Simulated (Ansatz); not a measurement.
A (221) slab of Al (Fm-3m (No. 225)), 17 planes, outer planes Al (top) and Al (bottom), with 17 atoms (Al17) in a surface cell of A = 24.187 Å², as cut from the bulk:

```
CELL_PARAMETERS angstrom
2.83943 0.00000 0.00000
0.00000 8.51828 0.00000
0.00000 0.00000 25.70815
ATOMIC_POSITIONS crystal
Al 0.50000 0.27778 0.29174
Al 0.00000 0.55556 0.31777
Al 0.50000 0.83333 0.34380
Al 0.00000 0.11111 0.36984
Al 0.50000 0.38889 0.39587
Al 0.00000 0.66667 0.42190
Al 0.50000 0.94444 0.44793
Al 0.00000 0.22222 0.47397
Al 0.50000 0.50000 0.50000
Al 0.00000 0.77778 0.52603
Al 0.50000 0.05556 0.55207
Al 0.00000 0.33333 0.57810
Al 0.50000 0.61111 0.60413
Al 0.00000 0.88889 0.63016
Al 0.50000 0.16667 0.65620
Al 0.00000 0.44444 0.68223
Al 0.50000 0.72222 0.70826
```

Computed with DFT PBEsol, scalar-relativistic, plane waves, PAW in Ansatz 0.2.0. Cutoff 420 eV; k points 12×4×1 on the computed 17-atom cell (Γ-centred); Gaussian smearing, width 0.10 eV; no spin polarisation.

Against the same 17 atoms in the bulk, the slab as cut lies 3.458 eV higher and the relaxed slab 3.406 eV higher.

(1) Work out the surface energy before and after relaxation.

(2) A cut through this plane breaks about 12 nearest-neighbour bonds a surface cell. What does each broken bond cost, before relaxation?

(3) What is the ideal work of this cut, per area?

Answers

(1) The slab has two faces, so γ = (E_slab − N·E_bulk)/(2A), the mean of both. As cut: 3.458/(2 × 24.187) = 0.0715 eV/Å², and 1 eV/Å² = 16.02 J/m², so γ = 1.15 J/m². Relaxed: 3.406/(2 × 24.187) = 0.0704 eV/Å² = 1.13 J/m². Relaxation recovers 1.5 % of the cost of cutting.

(2) One cut makes two faces and costs 2γA = 3.458 eV, shared by 12 bonds: 0.29 eV a bond. In a metal this is less than the cohesive energy a bond, since the bonds that remain at the surface strengthen.

(3) Griffith's ideal work is 2γ: 2.29 J/m² if the new faces stay rigid, 2.26 J/m² if they relax. One thickness was run, 17 planes, so γ can still shift with it.